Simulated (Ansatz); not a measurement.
# Hg (P-1) in Ansatz: relaxation of the atoms with revPBE+D4

Aim: the relaxation of the atoms of Hg with revPBE+D4.

Program: Ansatz 0.2.0. These are calculated values, not measurements. Logs are shortened: lines on timing, memory, paths and dates and some standing lists are left out, and cuts for length are marked.

**1. The cell of the first run**

The typed cell holds 1 atom: a = 3.257 Å, b = 3.254 Å, c = 3.283 Å, α = 108.31°, β = 110.53°, γ = 108.87°.

**2. Relaxation of the atoms, revPBE+D4, spin-orbit coupling, no magnetisation (cell strained at random at fixed volume)**

input.yaml reads:

```yaml
crystal:
  lattice:
    - [-1.894162, 1.851564, 1.894588]
    - [1.901591, -1.84196, 1.892459]
    - [1.926544, 1.874342, -1.885185]
  atoms:
    - { symbol: Hg, position: [0.488875, 0.489515, -0.024715] }
kpoints:
  mp_grid: { grid: [7, 7, 7] }
scf:
  occupations: { method: methfessel_paxton, width: 0.1 }
hamiltonian:
  xc: revpbe
  dispersion: d4
  pseudopotentials: { kind: all_electron, lapw: { basis_error: 0.001 } }
magnetization:
  noncollinear: true
  spin_orbit: true
output:
  forces: true
  stress: true
relax:
  f_tol: 0.01
  max_steps: 60
```

Potentials or basis: all-electron LAPW, relativistic spinors.

On the command line:

```
$ ansatz run input.yaml --threads 1 --pin off --max-ram 3072MiB --backend cpu --events-out ev --progress --plain --runs-dir out
```

The log of the run:

```text
Warning: RAYON_NUM_THREADS=1 ignored (pool sized by the plan → 1); use --threads N
The last accepted step is kept in <dir> (removed where the run ends without a failure and the disk answers)
LAPW: plane waves up to 7.268 Å⁻¹, error target 1.0e-3 eV per atom; Dirac's equation on spinors; Hg in spheres of 1.578 Å, 34 of its electrons in bands (how accurate: hamiltonian.pseudopotentials.lapw.basis_error, Limitations)
Engine: ansatz 0.2.0, x86_64-unknown-linux-gnu
Pseudopotentials: kind: all_electron
Pseudopotential: Hg, LAPW, valence charge 34, lapw/all_electron/dirac/gaussian/Hg, Dirac's equation, gaussian nucleus
Functional definition: revPBE
  parameter kappa = 1.245
  parameter beta = 0.06672455060314922
  exchange = pbe_x(kappa = kappa, mu = beta*pi^2/3)
  correlation = pbe_c(beta = beta)
non-collinear run that drives no moment, with spin-orbit: no starting moment large enough to seed its density (crystal.atoms[].spin), no starting occupations that ask for one, no magnetisation constraint and no magnetic field, so the semilocal B_xc is pinned to zero
Crystal: 1 atoms, lattice volume = 27.006 Å³
Basis set: ecut = 201.25611105317978 eV, 177 PW (Γ), exchange–correlation at level 2
Bands: 42, of which v1, the nominal top of the filled ones, is band 34 counted from 1 (33 counted from 0)
Symmetry: 2 space group operations + 2 with time reversal
Magnetic group: BNS 2.5 (UNI 5), of the structure as read, at distance tolerance 3.0e-5 Å
k-points: 172 of 343
Non-local potential: Hg, projectors of the file, none
Initial density: superposition of atomic densities (chi_scale 0.1, normalization cell)
Initial wavefunctions: plane waves of lowest kinetic energy (no species holds an atomic orbital)
Functional: x = revpbe(κ = 1.245, μ = 0.2195149727645171), c = pbe(β = 0.06672455060314922)
iter 1 solved again at ethr=3.25e-5 eV; its pass at ethr=1.00e-1 eV (dr2=1.10e-2 eV) is discarded
SCF iter   1: F=—  HF=-534915.918171 eV  |F-HF|=—  |Δ(HF+E_count)|=         —  Δρ=6.80e-3  dr2=1.11e-2  dr2_m=0.00e0 (ungated)  ethr=3.25e-5  |M|=0.00e0 ∫|m|=0.00e0 μB  β_m=0.30  ⟨swp⟩=3.3  Hψ=47208  notcnv=0
preconditioner: auto → Kerker (q_TF=auto, 2.835 Å⁻¹)  [metal: Δε(μ)=0.017 eV  Ē_g=14.006 eV  σ=0.100 eV  W_gap=0.14  n_scr=12 (ndim 8)  ℏωp=24.8 eV  f_vac=0.145  D(μ)=0.81/eV (n_scr^D=0)]
spin=Noncollinear: Kerker preconditioning applied to the charge; magnetization (m_x, m_y, m_z) channels mix plain (no charge-response kernel on spin).
SCF iter   2: F=—  HF=-534915.903280 eV  |F-HF|=—  |Δ(HF+E_count)|=   1.49e-2  S|Δr|=    0.00e0  Δρ=4.83e-3  dr2=6.14e-3  dr2_m=0.00e0 (ungated)  ethr=3.25e-5  |M|=0.00e0 ∫|m|=0.00e0 μB  β_m=0.42  ⟨swp⟩=2.0  Hψ=20902  notcnv=0
SCF iter   3: F=—  HF=-534915.901921 eV  |F-HF|=—  |Δ(HF+E_count)|=   1.36e-3  S|Δr|=    0.00e0  Δρ=2.96e-3  dr2=2.78e-3  dr2_m=0.00e0 (ungated)  ethr=1.81e-5  |M|=0.00e0 ∫|m|=0.00e0 μB  β_m=0.56  ⟨swp⟩=2.0  Hψ=20902  notcnv=0
SCF iter   4: F=—  HF=-534915.902886 eV  |F-HF|=—  |Δ(HF+E_count)|=   9.65e-4  S|Δr|=    0.00e0  Δρ=1.51e-3  dr2=9.12e-4  dr2_m=0.00e0 (ungated)  ethr=8.17e-6  |M|=0.00e0 ∫|m|=0.00e0 μB  β_m=0.72  ⟨swp⟩=2.1  Hψ=20926  notcnv=0
SCF iter   5: F=—  HF=-534915.903501 eV  |F-HF|=—  |Δ(HF+E_count)|=   6.15e-4  S|Δr|=    0.00e0  Δρ=6.52e-4  dr2=1.85e-4  dr2_m=0.00e0 (ungated)  ethr=2.68e-6  |M|=0.00e0 ∫|m|=0.00e0 μB  β_m=0.86  ⟨swp⟩=3.0  Hψ=21276  notcnv=0
iter 6 solved again at ethr=1.15e-8 eV; its pass at ethr=5.45e-7 eV (dr2=3.93e-6 eV) is discarded
SCF iter   6: F=—  HF=-534915.903621 eV  |F-HF|=—  |Δ(HF+E_count)|=   1.20e-4  S|Δr|=    0.00e0  Δρ=1.46e-4  dr2=3.92e-6  dr2_m=0.00e0 (ungated)  ethr=1.15e-8  |M|=0.00e0 ∫|m|=0.00e0 μB  β_m=0.93  ⟨swp⟩=2.0  Hψ=35996  notcnv=0
SCF iter   7: F=—  HF=-534915.903626 eV  |F-HF|=—  |Δ(HF+E_count)|=   5.52e-6  S|Δr|=    0.00e0  Δρ=3.18e-5  dr2=1.81e-7  dr2_m=0.00e0 (ungated)  ethr=1.15e-8  |M|=0.00e0 ∫|m|=0.00e0 μB  β_m=0.97  ⟨swp⟩=3.0  Hψ=21591  notcnv=0
SCF iter   8: F=-534915.903627 eV  HF=-534915.903627 eV  |F-HF|=1.07e-8  |Δ(HF+E_count)|=   5.01e-7  S|Δr|=    0.00e0  Δρ=5.05e-6  dr2=6.04e-9  dr2_m=0.00e0 (ungated)  ethr=5.32e-10  |M|=0.00e0 ∫|m|=0.00e0 μB  ⟨swp⟩=3.0  Hψ=22958  notcnv=0
SCF 1 converged in 8 iterations: F = -534915.903627 eV  dr2 = 6.04e-9
relax step   1: F+E_penalty+E_count = -534915.90362670 eV  Δ(F+E_penalty+E_count) = +0.000e0 eV  max|allowed force component| = 0.000e0 eV/Å  Δτ_max = 0.0000 Å  (8 SCF iters, accepted)
SCF converged after 8 iterations
Stability not checked: this state was not tested for a lower state beside it, because cold or Methfessel-Paxton smearing, or corrected tetrahedra, fill the levels in a way that the test cannot read (fill_not_monotonic; see scf.lower_state_search)
Magnetization: |M| = 0.0000 μB,  M = (+0.0000, +0.0000, +0.0000) μB
Absolute magnetization: 0.0000 μB (∫|m|)
  site 0: m = (+0.0000, +0.0000, +0.0000) μB, |m| = 0.0000 μB  (R = 1.58 Å)
Free energy (F): -534915.903627 eV
Harris-Foulkes:  -534915.903627 eV  (|F-HF|=1.07e-8)
Internal energy: -534915.902713 eV  (E = F + TS)
E sigma→0 (E₀):  -534915.903398 eV
Entropy (-TS):   -0.000914 eV (-0.914 meV/atom)
Fermi energy:    14.910041 eV
Step filling:    the computed levels leave a gap of 0.0167 eV = 0.2 smearing widths at the electron count; against every level under it full and every level over it empty, smearing changes F+E_penalty+E_count by -0.159 meV and its σ→0 estimate by +0.070 meV
--- Per-component energies (eV) ---
  E_band       = -1456.994732
  E_kinetic    = 616669.590088
  E_xc         = -10179.234857
  E_electrostatic = -1141405.609396  (all electrons and nuclei)
  E_disp       = -0.648547  (pairwise vdW)
  E_smearing   = -0.000914  (= −TS)
  E_closure    = 0.000000  (closes the sum)
  E_atoms      = -534915.374304  (free atoms, spherical and without spin; not in F)
  Σ components = -534915.903627   (vs F -534915.903627, Δ=0.00e0)
  Basis errors (estimates in eV, not in F): energy 3.3e-4 per atom: plane waves 3.3e-4 (1.7e-4 summed), levels above the bands 0.0e0, relativity 2.7e-7, radial functions 1.8e-6, core shells 2.0e-7; eigenvalues (radial functions only) 1.5e-5; not estimated: angular momenta, meshes, grids; target (lapw.basis_error) 1.0e-3; muffin-tin radii Hg 1.578 Å
--- Forces (eV/Å), atoms counted from 1 ---
  atom   1  Hg     0.00000000     0.00000000     0.00000000
  max |Σ_I F_I| component: 0.00e0 eV/Å
--- Stress (GPa, compression-positive) ---
       -1.961372       0.115606      -0.015355
        0.115606      -1.854508       0.034605
       -0.015355       0.034605      -1.875106
  P = ⅓ Tr σ = -1.8970 GPa (-18.970 kbar)
--- Relaxed structure (1 steps of the walk, 1 accepted, 0 SCFs on fresh bases) ---
  F+E_penalty+E_count = -534915.90362670 eV   max|allowed force component| = 0.000e0 eV/Å
  atoms:
    - { symbol: Hg, position: [0.48887499999999995, 0.4895149999999999, -0.024714999999999984] }
```

Run time: 2.3 min. Hardware: 1 thread of Intel Xeon at 2.70GHz, shared host; peak memory 0.64 GiB.

Results:

- Free energy: -534915.9036 eV
- Pressure after relaxing: -1.9 GPa

Stress tensor (GPa, compression positive):
```
-1.96  0.12 -0.02
 0.12 -1.85  0.03
-0.02  0.03 -1.88
```

Final structure:
```
CELL_PARAMETERS angstrom
-1.89416 1.85156 1.89459
1.90159 -1.84196 1.89246
1.92654 1.87434 -1.88519
ATOMIC_POSITIONS crystal
Hg 0.48887 0.48951 0.97529
```

Caveat: the k mesh is thin for a metal, which can move the energy by tens of meV per atom; the relaxation stopped at its first step, so nothing moved.
